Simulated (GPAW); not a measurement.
Fe2Ge:

```
CELL_PARAMETERS angstrom
4.16363 0.00000 0.00000
-2.08182 3.60581 0.00000
0.00000 0.00000 2.62647
ATOMIC_POSITIONS crystal
Ge 0.00000 0.00000 0.00000
Fe 0.33333 0.66667 0.50000
Fe 0.66667 0.33333 0.50000
```

The cell comes from a database or a generator and needn't be the stable form of this composition.

Base run:

| Property | Result |
| --- | --- |
| Program | GPAW 26.7.0 |
| Functional | PBEsol |
| Potentials or basis | PAW data sets generated in the run's folder for this functional |
| Cutoff | 600 eV |
| Basis | pw |
| k mesh | 6 × 6 × 7 |
| Occupations | fermi-dirac, width 0.05 eV |
| Spin | collinear spin, ferromagnetic start |
| Starting moments | [0.0, 3.0, 3.0] μB |
| Hubbard terms | Fe d U = 8 eV |

Its results: pressure 27.3 GPa; net moment 6.54 μB per cell; site moments Ge -0.02; Fe +3.33 μB.

The run is repeated on the same cell with these changes: hubbard terms from Fe d U = 8 eV to Fe d U = 3 eV. What comes out?

Pressure 3.5 GPa; net moment 5.74 μB per cell; site moments Ge -0.00; Fe +2.88 μB.

Caveats: the U is typed as a test and isn't derived for this compound.

Not every run made on this cell is shown here.
